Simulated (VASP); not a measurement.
# KI in VASP: further runs

The runs below take KI through single point, with PBE, PBEsol, revPBE, BLYP.

All numbers are computed with VASP 6.6.1; they aren't measurements. Logs are shortened: lines on timing, memory, paths and dates and some standing lists are left out, and cuts for length are marked.

**Experimental background.**

A printed reference work, monograph reports, for a bulk crystal of KI: band gap 6.32 eV.

The runs below are set against these values where they give the same quantity.

## Step 1: The cell of the first run

It takes space group I4mm (No. 107, tetragonal). Conventional cell: a = 4.996 Å, b = 4.996 Å, c = 7.172 Å, α = 90.00°, β = 90.00°, γ = 90.00°. I (site symmetry 4mm) has 6 K at 3.50 to 3.67 Å within 4.6 Å. K (site symmetry 4mm) has 6 I at 3.50 to 3.67 Å within 4.6 Å.

## Step 2: Single point, PBE (last atom moved by 0.08 Å along z, cell strained by +1.5% along z)

Input file INCAR:

```
SYSTEM = KI
ADDGRID = .FALSE.
ALGO = Normal
EDIFF = 1E-8
EFERMI = MIDGAP
ENCUT = 690
GGA = PE
GGA_COMPAT = .FALSE.
ISIF = 2
ISMEAR = 0
LASPH = .TRUE.
LCHARG = .FALSE.
LREAL = .FALSE.
LWAVE = .FALSE.
NBANDS = 28
NELM = 120
PREC = Accurate
SIGMA = 0.03
```

Input file KPOINTS:

```
Automatic mesh
0
Gamma
  11 11 11
  0 0 0
```

Input file POSCAR:

```
KI
1.0
    0.0000000000      3.5327750000      3.5857666250
    3.5327750000      0.0000000000      3.5857666250
    3.5327750000      3.5327750000      0.0000000000
I K
1 1
Direct
    0.5000000000      0.5000000000      0.5000000000
    0.0113225400      0.0113225400     -0.0113225400
```

Potentials or basis: VASP PAW PBE potentials, release 64 (I, K_sv).

Started as:

```
> cat potpaw_PBE.64/I/POTCAR potpaw_PBE.64/K_sv/POTCAR > POTCAR
> mpirun -np 1 vasp_std > vasp.out
```

OUTCAR:

```text
SYSTEM = KI
   EDIFF = 1E-8
   EFERMI = MIDGAP
   ENCUT = 690
   GGA = PE
   ISIF = 2
   ISMEAR = 0
   LASPH = .TRUE.
   LREAL = .FALSE.
   NELM = 120
   PREC = Accurate

 ion  position               nearest neighbor table
   1  0.500  0.500  0.500-   2 3.50   2 3.53   2 3.53   2 3.53   2 3.53   2 3.67
   2  0.011  0.011  0.989-   1 3.50   1 3.53   1 3.53   1 3.53   1 3.53   1 3.67

  LATTYP: Found a body centered tetragonal cell.
 ALAT       =     4.9960983178
 C/A-ratio  =     1.4354267658

  Lattice vectors:

 A1 = (  -3.5327750000,   0.0000000000,   3.5857666250)
 A2 = (   3.5327750000,   0.0000000000,   3.5857666250)
 A3 = (   0.0000000000,   3.5327750000,  -3.5857666250)

Analysis of symmetry for initial positions (statically):
=====================================================================
 Subroutine PRICEL returns:
 Original cell was already a primitive cell.

 Routine SETGRP: Setting up the symmetry group for a
 body centered tetragonal supercell.

 Subroutine GETGRP returns: Found  8 space group operations
 (whereof  8 operations were pure point group operations)
 out of a pool of 16 trial point group operations.

The static configuration has the point symmetry C_4v.

Analysis of symmetry for dynamics (positions and initial velocities):
=====================================================================
 Subroutine PRICEL returns:
 Original cell was already a primitive cell.

 Routine SETGRP: Setting up the symmetry group for a
 body centered tetragonal supercell.

 Subroutine GETGRP returns: Found  8 space group operations
 (whereof  8 operations were pure point group operations)
 out of a pool of 16 trial point group operations.

The dynamic configuration has the point symmetry C_4v.

 Subroutine INISYM returns: Found  8 space group operations
 (whereof  8 operations are pure point group operations),
 and found     1 'primitive' translations

----------------------------------------------------------------------------------------

                                     Primitive cell

  volume of cell :      89.5043

  direct lattice vectors                    reciprocal lattice vectors
     0.000000000  3.532775000  3.585766625    -0.141531799  0.141531799  0.139440196
     3.532775000  0.000000000  3.585766625     0.141531799 -0.141531799  0.139440196
     3.532775000  3.532775000  0.000000000     0.141531799  0.141531799 -0.139440196

  length of vectors
     5.033708523  5.033708523  4.996098318     0.243938657  0.243938657  0.243938657

  position of ions in fractional coordinates (direct lattice)
     0.500000000  0.500000000  0.500000000
     0.011322540  0.011322540  0.988677460

  ion indices of the primitive-cell ions
   primitive index   ion index
                 1           1
                 2           2

----------------------------------------------------------------------------------------

 KPOINTS: Automatic mesh

Automatic generation of k-mesh.
 Grid dimensions read from file:
 generate k-points for:   11   11   11

 Generating k-lattice:

  Cartesian coordinates                     Fractional coordinates (reciprocal lattice)
    -0.012866527  0.012866527  0.012676381     0.090909091  0.000000000  0.000000000
     0.012866527 -0.012866527  0.012676381     0.000000000  0.090909091  0.000000000
     0.012866527  0.012866527 -0.012676381     0.000000000  0.000000000  0.090909091

  Length of vectors
     0.022176242  0.022176242  0.022176242

  Shift w.r.t. Gamma in fractional coordinates (k-lattice)
     0.000000000  0.000000000  0.000000000

 Subroutine IBZKPT returns following result:
 ===========================================

 Found    126 irreducible k-points:

 Following reciprocal coordinates:
            Coordinates               Weight
  0.000000  0.000000  0.000000      1.000000
  0.090909  0.000000  0.000000      8.000000
  0.181818  0.000000  0.000000      8.000000
  0.272727  0.000000  0.000000      8.000000
  0.363636  0.000000  0.000000      8.000000
  0.454545  0.000000  0.000000      8.000000
[... 16 lines left out ...]
 -0.272727  0.181818  0.000000      8.000000
 -0.181818  0.181818  0.000000      4.000000
 [... further k-points ...]
   k-points           NKPTS =    126   k-points in BZ     NKDIM =    126   number of bands    NBANDS=     28
   number of dos      NEDOS =    301   number of ions     NIONS =      2
   total plane-waves  NPLWV = 110592
   dimension x,y,z NGX =    48 NGY =   48 NGZ =   48
   dimension x,y,z NGXF=    96 NGYF=   96 NGZF=   96
   ions per type =               1   1
   NGX,Y,Z   is equivalent  to a cutoff of  15.85, 15.85, 15.97 a.u.
   NGXF,Y,Z  is equivalent  to a cutoff of  31.71, 31.71, 31.94 a.u.
 SYSTEM =  KI
   PREC   = accura    normal or accurate (medium, high low for compatibility)
   ISTART =      0    job   : 0-new  1-cont  2-samecut
   ICHARG =      2    charge: 1-file 2-atom 10-const
   ISPIN  =      1    spin polarized calculation?
   LNONCOLLINEAR =      F non collinear calculations
   LSORBIT =      F    spin-orbit coupling
   LASPH  =      T    aspherical Exc in radial PAW
   ENCUT  =  690.0 eV  50.71 Ry    7.12 a.u.  10.78 10.78 10.70*2*pi/ulx,y,z
   NELM   =    120;   NELMIN=  2; NELMDL= -5     # of ELM steps
   EDIFF  = 0.1E-07   stopping-criterion for ELM
   LREAL  =      F    real-space projection
   EDIFFG = 0.1E-06   stopping-criterion for IOM
   NSW    =      0    number of steps for IOM
   IBRION =     -1    ionic relax: 0-MD 1-quasi-New 2-CG
   NFREE  =      0    steps in history (QN), initial steepest desc. (CG)
   ISIF   =      2    stress and relaxation
   ISYM   =      2    0-nonsym 1-usesym 2-fastsym
   POTIM  = 0.5000    time-step for ionic-motion
   TEBEG  =    0.0;   TEEND  =   0.0 temperature during run

   SCALEE = 1.0000    scale energy and forces
   PSTRESS=    0.0 pullay stress
   NELECT =      16.0000    total number of electrons
   NUPDOWN=      -1.0000    fix difference up-down
   EMIN   =  10.00;   EMAX   =-10.00  energy-range for DOS
   EFERMI =   0.00;   METHOD = MIDGAP
   ISMEAR =     0;   SIGMA  =   0.03  broadening in eV -4-tet -1-fermi 0-gaus
   EFERMI_NEDOS =   21; number of points for ismear=-14 and -15
   IALGO  =     38    algorithm
   IMIX   =      4    mixing-type and parameters
     AMIX     =   0.40;   BMIX     =  1.00
     AMIX_MAG =   1.60;   BMIX_MAG =  1.00
  volume/ion in A,a.u.               =      44.75       302.00
  Fermi-wavevector in a.u.,A,eV,Ry     =   0.922218  1.742739 11.571560  0.850486
  Thomas-Fermi vector in A             =   2.047720
   LORBIT       =      0    0 simple, 1 ext, 2 COOP (PROOUT), +10 PAW based schemes
   GGA     = PE    functional components
   LHFCALC =     F    Hartree Fock is set to
   AEXX    =    0.0000 exact exchange contribution
   IVDW    =     0    specifies the selected vdW correction
   LEPSILON=     F    determine dielectric tensor
   LRPA    =     F    only Hartree local field effects (RPA)

   CSHIFT  =0.1000    complex shift for real part using Kramers Kronig

   OMEGAMAX=  -1.0    maximum frequency
 non-spin polarized calculation
 Gauss-broadening in eV      SIGMA  =   0.03
  energy-cutoff  :      690.00
  volume of cell :       89.50
 maximum number of plane-waves:      3719
 NGX is ok and might be reduce to    48
   NGX = 21   NGY = 21   NGZ = 21

 number of electron      16.0000000 magnetization

 Free energy of the ion-electron system (eV)
  ---------------------------------------------------
  ext. energy  EPLUGINS =         0.00000000
  ---------------------------------------------------
  free energy    TOTEN  =        -5.55712629 eV

  energy without entropy =       -5.55712629  energy(sigma->0) =       -5.55712629

 E-fermi :   1.4720     XC(G=0):  -7.1185

 val. band max:       -0.4925912907   @ k =   0.0000   0.0000   0.0000
 cond. band min:       3.4365852628   @ k =   0.0000   0.0000   0.0000
 fundamental gap:      3.9291765535
 Fermi energy:         1.4719969860

 k-point     1 :       0.0000    0.0000    0.0000
  band No.  band energies     occupation
      1     -29.0182      2.00000
      2     -12.5060      2.00000
      3     -12.5045      2.00000
      4     -12.5045      2.00000
      5     -10.9720      2.00000
      6      -0.4961      2.00000
[... 12 lines left out ...]
     19      12.5385      0.00000
     20      12.5385      0.00000

 k-point     2 :       0.0909    0.0000    0.0000
  band No.  band energies     occupation
      1     -29.0180      2.00000
      2     -12.5174      2.00000
      3     -12.5055      2.00000
      4     -12.5046      2.00000
      5     -10.9504      2.00000
      6      -0.6339      2.00000
[... 12 lines left out ...]
     19      12.6526      0.00000
     20      12.6618      0.00000

 k-point     3 :       0.1818    0.0000    0.0000
  band No.  band energies     occupation
      1     -29.0176      2.00000
      2     -12.5484      2.00000
      3     -12.5062      2.00000
      4     -12.5049      2.00000
      5     -10.8935      2.00000
      6      -0.9603      2.00000
[... 12 lines left out ...]
     19      12.5657      0.00000
     20      12.5882      0.00000

 k-point     4 :       0.2727    0.0000    0.0000
  band No.  band energies     occupation
      1     -29.0171      2.00000
      2     -12.5863      2.00000
      3     -12.5070      2.00000
      4     -12.5054      2.00000
      5     -10.8210      2.00000
      6      -1.3183      2.00000
[... 429 lines left out ...]
 k-point    23 :      -0.2727    0.1818    0.0000
  band No.  band energies     occupation
      1     -29.0165      2.00000
      2     -12.6043      2.00000
      3     -12.5196      2.00000
      4     -12.5051      2.00000
      5     -10.7639      2.00000
      6      -1.5037      2.00000
[... 12 lines left out ...]
     19      11.5346      0.00000
     20      12.7656      0.00000

 k-point    24 :      -0.1818    0.1818    0.0000
  band No.  band energies     occupation
      1     -29.0169      2.00000
      2     -12.5864      2.00000
      3     -12.5158      2.00000
      4     -12.5038      2.00000
      5     -10.8078      2.00000
      6      -1.3337      2.00000
[... 12 lines left out ...]
     19      11.8358      0.00000
     20      12.1240      0.00000

 [... further k-points ...]

 [bands above 20 left out]

------------------------ aborting loop because EDIFF is reached ----------------------------------------

  FORCE on cell =-STRESS in cart. coord.  units (eV):
  Direction    XX          YY          ZZ          XY          YZ          ZX
  --------------------------------------------------------------------------------------
  -------------------------------------------------------------------------------------
  Total        0.3076924      0.3076924      0.1557491      0.0000000      0.0000000      0.0000000
  in kB        5.5078666      5.5078666      2.7879959      0.0000000      0.0000000      0.0000000
  external PRESSURE =       4.6012430 kB  Pullay stress =       0.0000000 kB

 VOLUME and BASIS-vectors are now :
 -----------------------------------------------------------------------------
  energy-cutoff  :      690.00
  volume of cell :       89.50
      direct lattice vectors                 reciprocal lattice vectors
     0.000000000  3.532775000  3.585766625    -0.141531799  0.141531799  0.139440196
     3.532775000  0.000000000  3.585766625     0.141531799 -0.141531799  0.139440196
     3.532775000  3.532775000  0.000000000     0.141531799  0.141531799 -0.139440196

 POSITION                                       TOTAL-FORCE (eV/Angst)
 -----------------------------------------------------------------------------------
      3.53277      3.53277      3.58577         0.000000      0.000000      0.070159
      3.53277      3.53277      0.08120         0.000000      0.000000     -0.070159
 -----------------------------------------------------------------------------------
    total drift:                               -0.000000     -0.000000     -0.000036

  FREE ENERGIE OF THE ION-ELECTRON SYSTEM (eV)
  ---------------------------------------------------
  free  energy   TOTEN  =        -5.5571262855 eV

  energy  without entropy=       -5.5571262855  energy(sigma->0) =       -5.55712629
```

It took 15 min on 1 thread of Intel Xeon 6975P-C (Granite Rapids), shared host; peak memory 0.59 GiB.

Results:

```
Free energy            : -5.5571 eV
Pressure               : 0.5 GPa
Largest force          : 0.070 eV/Å
Band gap on the k mesh : 3.93 eV
```

Forces on the atoms (eV/Å):
```
I    0.000  0.000  0.070
K    0.000  0.000 -0.070
```

Stress tensor (GPa, compression positive):
```
0.55 0.00 0.00
0.00 0.55 0.00
0.00 0.00 0.28
```

Levels at points of the mesh, in eV from the valence-band top:
| k point | band 4 | band 5 | band 6 | band 7 | band 8 | band 9 | band 10 | band 11 | band 12 | band 13 |
| --- | --- | --- | --- | --- | --- | --- | --- | --- | --- | --- |
| (0.00, 0.00, 0.00) | -12.01 | -10.48 | 0.00 | 0.00 | 0.00 | 3.93 | 6.45 | 6.54 | 6.54 | 7.19 |

Caveat: the cell differs from its parent crystal (last atom moved by 0.08 Å along z, cell strained by +1.5% along z); spin-orbit coupling is left out, which moves the levels of the heavy elements; an odd mesh through Γ misses points on the zone boundary, where band edges can lie.

## Step 3: Single point, PBEsol

This run uses another cell than the first one, of 44.97 Å³/atom.

Input file INCAR:

```
  PREC = Accurate
  ENCUT = 520
  EDIFF = 1E-7
  ISMEAR = -1
  SIGMA = 0.05
  LREAL = F
  LASPH = T
  NELM = 60
  ALGO = Normal
  ISIF = 2
  LWAVE = F
  LCHARG = F
  GGA = PS
  NBANDS = 15
```

Input file KPOINTS:

```
Automatic mesh
0
Gamma
  7 7 7
```

Input file POSCAR:

```
KI
1.0
    0.0000000000      3.5561715428      3.5561715428
    3.5561715428      0.0000000000      3.5561715428
    3.5561715428      3.5561715428      0.0000000000
I K
1 1
Direct
    0.5000000000      0.5000000000      0.5000000000
    0.0000000000      0.0000000000      0.0000000000
```

Potentials or basis: VASP PAW PBE potentials, release 64 (I, K_sv).

Started as:

```
> cat potpaw_PBE.64/I/POTCAR potpaw_PBE.64/K_sv/POTCAR > POTCAR
> mpirun -np 1 vasp_std > vasp.out
```

Wall time 49 s (1 thread of Intel Xeon 8259CL, shared host); peak memory 0.25 GiB.

The run converged. Its results:

```yaml
Free_energy: -5.8108 eV
Pressure: -0.5 GPa
Band_gap_on_the_k_mesh: 3.77 eV
```

Levels at points of the mesh, in eV from the valence-band top:
| k point | band 6 | band 7 | band 8 | band 9 | band 10 | band 11 |
| --- | --- | --- | --- | --- | --- | --- |
| (0.00, 0.00, 0.00) | 0.00 | 0.00 | 0.00 | 3.77 | 6.44 | 6.44 |

Caveat: the PAW data sets were made with another functional, which shifts forces and pressure a little; spin-orbit coupling is left out, which moves the levels of the heavy elements; an odd mesh through Γ misses points on the zone boundary, where band edges can lie.

## Step 4: Single point, PBEsol

This run uses another cell than the first one, of 44.09 Å³/atom.

Input file INCAR:

```
SYSTEM = KI
ALGO     = Normal         ! electronic algorithm
EDIFF    = 1E-6           ! SCF threshold, eV
ENCUT    = 520            ! plane-wave cutoff, eV
GGA      = PS             ! functional
ISIF     = 2              ! what is computed and relaxed
ISMEAR   = -1             ! smearing method
LASPH    = .TRUE.         ! aspherical terms in the spheres
LCHARG   = .TRUE.         ! write CHGCAR
LELF     = .TRUE.         ! ELF
LREAL    = .FALSE.        ! projectors in reciprocal space
LVHAR    = .TRUE.       
LWAVE    = .FALSE.        ! write WAVECAR
NBANDS   = 15             ! bands
NELM     = 100            ! most SCF steps
PREC     = Accurate       ! precision mode
SIGMA    = 0.05           ! smearing width, eV
```

Input file KPOINTS:

```
k-points
0
G
  4 4 4
  0 0 0
```

Input file POSCAR:

```
KI
1.0
    0.0000000000      3.5327750000      3.5327750000
    3.5327750000      0.0000000000      3.5327750000
    3.5327750000      3.5327750000      0.0000000000
I K
1 1
Direct
    0.5000000000      0.5000000000      0.5000000000
    0.0000000000      0.0000000000      0.0000000000
```

Started as:

```
> cat potpaw_PBE.64/I/POTCAR potpaw_PBE.64/K_sv/POTCAR > POTCAR
> mpirun -np 1 vasp_std > vasp.out
```

Wall time 24 s (1 thread of Intel Xeon 8259CL, shared host); peak memory 0.23 GiB.

Results (log left out):

```yaml
Free_energy: -5.8136 eV
Pressure: -0.2 GPa
Band_gap_on_the_k_mesh: 3.81 eV
```

Levels at points of the mesh, in eV from the valence-band top:
```csv
k point,band 6,band 7,band 8,band 9,band 10,band 11
"(0.00, 0.00, 0.00)",0.00,0.00,0.00,3.81,6.43,6.43
"(0.50, 0.00, 0.00)",-1.35,-0.34,-0.34,5.38,7.61,8.07
"(0.50, 0.50, 0.00)",-1.02,-0.37,-0.37,4.83,5.67,8.07
```

Caveat: the PAW data sets were made with another functional, which shifts forces and pressure a little; spin-orbit coupling is left out, which moves the levels of the heavy elements.

(Part 1 of 2 ends here.)
